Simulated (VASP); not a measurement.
# CdS (Hawleyite) (F-43m) in VASP: a series of runs

One crystal, CdS (Hawleyite), is run at these levels: LDA; tasks: single point, relaxation of cell and atoms.

Program: VASP 6.6.1. These are calculated values, not measurements. Logs are shortened: lines on timing, memory, paths and dates and some standing lists are left out, and cuts for length are marked.

**1. The structure**

It takes space group F-43m (No. 216, cubic). Conventional cell: a = 5.926 Å, b = 5.926 Å, c = 5.926 Å, α = 90.00°, β = 90.00°, γ = 90.00°. Cd (site symmetry -43m) is surrounded by 4 S at 2.57 Å. S (site symmetry -43m) is surrounded by 4 Cd at 2.57 Å.

**2. Single point, LDA (relaxed again under DFT LDA, scalar-relativistic, plane waves, PAW)**

INCAR

```
PREC = Accurate
ENCUT = 520
EDIFF = 1E-6
ISMEAR = 0
SIGMA = 0.02
LREAL = False
LASPH = True
NELM = 60
ALGO = Normal
ISIF = 2
LWAVE = False
LCHARG = True
GGA = CA
LELF = True
LVHAR = True
NBANDS = 16
```

KPOINTS

```
Automatic mesh
0
Gamma
  8 8 8
```

POSCAR

```
CdS
1.0
    0.0000000000      2.8782858973      2.8782858973
    2.8782858973      0.0000000000      2.8782858973
    2.8782858973      2.8782858973      0.0000000000
Cd S
1 1
Direct
    0.0000000000      0.0000000000      0.0000000000
    0.2500000000      0.2500000000      0.2500000000
```

Potentials or basis: VASP PAW LDA potentials, release 64 (Cd, S).

Started as:

```
> cat potpaw_LDA.64/Cd/POTCAR potpaw_LDA.64/S/POTCAR > POTCAR
> mpirun -np 1 vasp_std > vasp.out
```

OUTCAR:

```text
PREC = Accurate
   ENCUT = 520
   EDIFF = 1E-6
   ISMEAR = 0
   LREAL = False
   LASPH = True
   NELM = 60
   ISIF = 2
   GGA = CA

 ion  position               nearest neighbor table
   1  0.000  0.000  0.000-   2 2.49   2 2.49   2 2.49   2 2.49
   2  0.250  0.250  0.250-   1 2.49   1 2.49   1 2.49   1 2.49

  LATTYP: Found a face centered cubic cell.
 ALAT       =     5.7565717946

  Lattice vectors:

 A1 = (   0.0000000000,   2.8782858973,   2.8782858973)
 A2 = (   2.8782858973,   0.0000000000,   2.8782858973)
 A3 = (   2.8782858973,   2.8782858973,   0.0000000000)

Analysis of symmetry for initial positions (statically):
=====================================================================
 Subroutine PRICEL returns:
 Original cell was already a primitive cell.

 Routine SETGRP: Setting up the symmetry group for a
 face centered cubic supercell.

 Subroutine GETGRP returns: Found 24 space group operations
 (whereof 24 operations were pure point group operations)
 out of a pool of 48 trial point group operations.

The static configuration has the point symmetry T_d .

Analysis of symmetry for dynamics (positions and initial velocities):
=====================================================================
 Subroutine PRICEL returns:
 Original cell was already a primitive cell.

 Routine SETGRP: Setting up the symmetry group for a
 face centered cubic supercell.

 Subroutine GETGRP returns: Found 24 space group operations
 (whereof 24 operations were pure point group operations)
 out of a pool of 48 trial point group operations.

The dynamic configuration has the point symmetry T_d .

 Subroutine INISYM returns: Found 24 space group operations
 (whereof 24 operations are pure point group operations),
 and found     1 'primitive' translations

----------------------------------------------------------------------------------------

                                     Primitive cell

  volume of cell :      47.6905

  direct lattice vectors                    reciprocal lattice vectors
     0.000000000  2.878285897  2.878285897    -0.173714502  0.173714502  0.173714502
     2.878285897  0.000000000  2.878285897     0.173714502 -0.173714502  0.173714502
     2.878285897  2.878285897  0.000000000     0.173714502  0.173714502 -0.173714502

  length of vectors
     4.070510952  4.070510952  4.070510952     0.300882343  0.300882343  0.300882343

  position of ions in fractional coordinates (direct lattice)
[... 79 lines left out ...]
   EDIFF  = 0.1E-05   stopping-criterion for ELM
   LREAL  =      F    real-space projection
   EDIFFG = 0.1E-04   stopping-criterion for IOM
   NSW    =      0    number of steps for IOM
   IBRION =     -1    ionic relax: 0-MD 1-quasi-New 2-CG
   NFREE  =      0    steps in history (QN), initial steepest desc. (CG)
   ISIF   =      2    stress and relaxation
   ISYM   =      2    0-nonsym 1-usesym 2-fastsym
   POTIM  = 0.5000    time-step for ionic-motion
   TEBEG  =    0.0;   TEEND  =   0.0 temperature during run
   PSTRESS=    0.0 pullay stress
   NELECT =      18.0000    total number of electrons
   NUPDOWN=      -1.0000    fix difference up-down
   EMIN   =  10.00;   EMAX   =-10.00  energy-range for DOS
   EFERMI =   0.00;   METHOD = LEGACY
   ISMEAR =     0;   SIGMA  =   0.02  broadening in eV -4-tet -1-fermi 0-gaus
   EFERMI_NEDOS =   21; number of points for ismear=-14 and -15
   IALGO  =     38    algorithm
   IMIX   =      4    mixing-type and parameters
     AMIX     =   0.40;   BMIX     =  1.00
     AMIX_MAG =   1.60;   BMIX_MAG =  1.00
  volume/ion in A,a.u.               =      23.85       160.92
  Fermi-wavevector in a.u.,A,eV,Ry     =   1.183101  2.235736 19.044448  1.399727
  Thomas-Fermi vector in A             =   2.319342
   LORBIT       =      0    0 simple, 1 ext, 2 COOP (PROOUT), +10 PAW based schemes
   GGA     = CA    functional components
   LHFCALC =     F    Hartree Fock is set to
   AEXX    =    0.0000 exact exchange contribution
   IVDW    =     0    specifies the selected vdW correction
   LEPSILON=     F    determine dielectric tensor
   LRPA    =     F    only Hartree local field effects (RPA)
 non-spin polarized calculation
 Gauss-broadening in eV      SIGMA  =   0.02
  energy-cutoff  :      520.00
  volume of cell :       47.69
 maximum number of plane-waves:      1304
   NGX = 15   NGY = 15   NGZ = 15

 number of electron      18.0000008 magnetization

 Free energy of the ion-electron system (eV)
  ---------------------------------------------------
  ext. energy  EPLUGINS =         0.00000000
  ---------------------------------------------------
  free energy    TOTEN  =        -7.40671460 eV

  energy without entropy =       -7.40671460  energy(sigma->0) =       -7.40671460

 E-fermi :   1.5879     XC(G=0):  -9.7669

 val. band max:        1.4831537860   @ k =   0.0000   0.0000   0.0000
 cond. band min:       2.4603878577   @ k =   0.0000   0.0000   0.0000
 fundamental gap:      0.9772340716
 Fermi energy:         1.5879244672

 k-point     1 :       0.0000    0.0000    0.0000
  band No.  band energies     occupation
      1     -11.1274      2.00000
      2      -6.4547      2.00000
      3      -6.4547      2.00000
      4      -6.4547      2.00000
      5      -5.9141      2.00000
      6      -5.9141      2.00000
[... 433 lines left out ...]
      3      -6.2294      2.00000
      4      -5.9485      2.00000
      5      -5.8849      2.00000
      6      -5.3616      2.00000
[... 8 lines left out ...]
     15      13.7120      0.00000
     16      14.6913      0.00000

 [... further k-points ...]

------------------------ aborting loop because EDIFF is reached ----------------------------------------

  FORCE on cell =-STRESS in cart. coord.  units (eV):
  Direction    XX          YY          ZZ          XY          YZ          ZX
  --------------------------------------------------------------------------------------
  -------------------------------------------------------------------------------------
  Total        0.1652287      0.1652287      0.1652287      0.0000000      0.0000000      0.0000000
  in kB        5.5509117      5.5509117      5.5509117      0.0000000      0.0000000      0.0000000
  external PRESSURE =       5.5509117 kB  Pullay stress =       0.0000000 kB

 VOLUME and BASIS-vectors are now :
 -----------------------------------------------------------------------------
  energy-cutoff  :      520.00
  volume of cell :       47.69
      direct lattice vectors                 reciprocal lattice vectors
     0.000000000  2.878285897  2.878285897    -0.173714502  0.173714502  0.173714502
     2.878285897  0.000000000  2.878285897     0.173714502 -0.173714502  0.173714502
     2.878285897  2.878285897  0.000000000     0.173714502  0.173714502 -0.173714502

 POSITION                                       TOTAL-FORCE (eV/Angst)
 -----------------------------------------------------------------------------------
      0.00000      0.00000      0.00000         0.000000      0.000000      0.000000
      1.43914      1.43914      1.43914        -0.000000     -0.000000     -0.000000
 -----------------------------------------------------------------------------------
    total drift:                               -0.000000     -0.000000     -0.000000

  FREE ENERGIE OF THE ION-ELECTRON SYSTEM (eV)
  ---------------------------------------------------
  free  energy   TOTEN  =        -7.4067145985 eV

  energy  without entropy=       -7.4067145985  energy(sigma->0) =       -7.40671460
```

OSZICAR:

```text
N       E                     dE             d eps       ncg     rms          rms(c)
DAV:   1     0.109451558489E+03    0.10945E+03   -0.91857E+03   944   0.104E+03
DAV:   2    -0.381354605589E+01   -0.11327E+03   -0.10626E+03  1144   0.256E+02
DAV:   3    -0.789710493131E+01   -0.40836E+01   -0.40773E+01  1152   0.508E+01
DAV:   4    -0.792134441766E+01   -0.24239E-01   -0.24238E-01  1192   0.389E+00
DAV:   5    -0.792165065588E+01   -0.30624E-03   -0.30624E-03  1144   0.416E-01    0.884E+00
DAV:   6    -0.743907585364E+01    0.48257E+00   -0.76594E-01  1392   0.120E+01    0.691E+00
DAV:   7    -0.741207852128E+01    0.26997E-01   -0.16152E-01  1216   0.291E+00    0.316E+00
DAV:   8    -0.740713996291E+01    0.49386E-02   -0.17688E-02  1032   0.168E+00    0.258E-01
DAV:   9    -0.740672019811E+01    0.41976E-03   -0.19978E-03  1200   0.709E-01    0.492E-02
DAV:  10    -0.740670830278E+01    0.11895E-04   -0.16668E-04  1104   0.164E-01    0.537E-02
DAV:  11    -0.740671896085E+01   -0.10658E-04   -0.42930E-05  1144   0.645E-02    0.149E-02
DAV:  12    -0.740671447834E+01    0.44825E-05   -0.15719E-05  1408   0.544E-02    0.705E-03
DAV:  13    -0.740671459849E+01   -0.12015E-06   -0.11791E-06   856   0.795E-03
   1 F= -.74067146E+01 E0= -.74067146E+01  d E =-.798463E-16
```

Run time: 13 s. Hardware: 1 thread of AMD EPYC 9R45 (Zen 5), shared host; peak memory 0.13 GiB.

What came out:

```
Free energy            : -7.4067 eV
Pressure               : 0.6 GPa
Band gap on the k mesh : 0.98 eV, direct
```

**3. Relaxation of cell and atoms, LDA**

INCAR

```
SYSTEM = CdS
  PREC = Accurate
  ENCUT = 600
  EDIFF = 1E-7
  ISMEAR = 0
  SIGMA = 0.02
  LREAL = .FALSE.
  LASPH = .TRUE.
  NELM = 80
  ALGO = Fast
  ISIF = 3
  LWAVE = .FALSE.
  LCHARG = .FALSE.
  GGA = CA
  IBRION = 2
  NSW = 70
  EDIFFG = -0.005
```

KPOINTS

```
regular mesh
0
G
  8 8 8
  0 0 0
```

POSCAR

```
CdS
1.0
    0.0000000000      2.9632113921      2.9632113921
    2.9632113921      0.0000000000      2.9632113921
    2.9632113921      2.9632113921      0.0000000000
Cd S
1 1
Direct
    0.0000000000      0.0000000000      0.0000000000
    0.2500000000      0.2500000000      0.2500000000
```

Potentials or basis: VASP PAW LDA potentials, release 64 (Cd, S).

Started as:

```
> cat potpaw_LDA.64/Cd/POTCAR potpaw_LDA.64/S/POTCAR > POTCAR
> mpirun -np 1 vasp_std > vasp.out
```

Wall time 47 s (1 thread of AMD EPYC 9R45 (Zen 5), shared host); peak memory 0.16 GiB.

The run converged. Its results:

| Item | Value |
| --- | --- |
| Free energy | -7.4086 eV |
| Relaxed volume | 24.02 Å³/atom |
| Relaxed cell | a = 4.081 Å, b = 4.081 Å, c = 4.081 Å, α = 60.00°, β = 60.00°, γ = 60.00° |
| Space group after relaxing (to 0.05 Å) | F-43m (No. 216) |
| Energy gained by relaxing | 30.2 meV/atom |
| Ionic steps | 3 |
| Pressure after relaxing | 0.0 GPa |
| Band gap on the k mesh | 0.96 eV, direct |

The path:
| step | energy change (eV) | largest force (eV/Å) | pressure (GPa) | volume (Å³) |
| --- | --- | --- | --- | --- |
| 1 | 0.0000 | 0.0000 | -4.50 | 52.04 |
| 2 | -0.0522 | 0.0000 | 2.03 | 46.73 |
| 3 | -0.0604 | 0.0000 | 0.01 | 48.05 |

Final structure:
```
Cd S
1.0
     0.00000    2.88544    2.88544
     2.88544    0.00000    2.88544
     2.88544    2.88544    0.00000
Cd S
1 1
Direct
  0.00000 0.00000 0.00000
  0.25000 0.25000 0.25000
```

Levels at points of the mesh, in eV from the valence-band top:
```csv
k point,band 5,band 6,band 7,band 8,band 9,band 10,band 11,band 12,band 13
"(0.00, 0.00, 0.00)",-7.38,-7.38,0.00,0.00,0.00,0.96,6.35,6.35,6.35
"(0.50, 0.00, 0.00)",-7.34,-6.96,-4.72,-0.82,-0.82,2.83,6.84,6.84,7.32
"(0.50, 0.50, 0.00)",-7.28,-6.90,-4.20,-2.04,-2.04,3.25,4.20,9.10,10.74
```
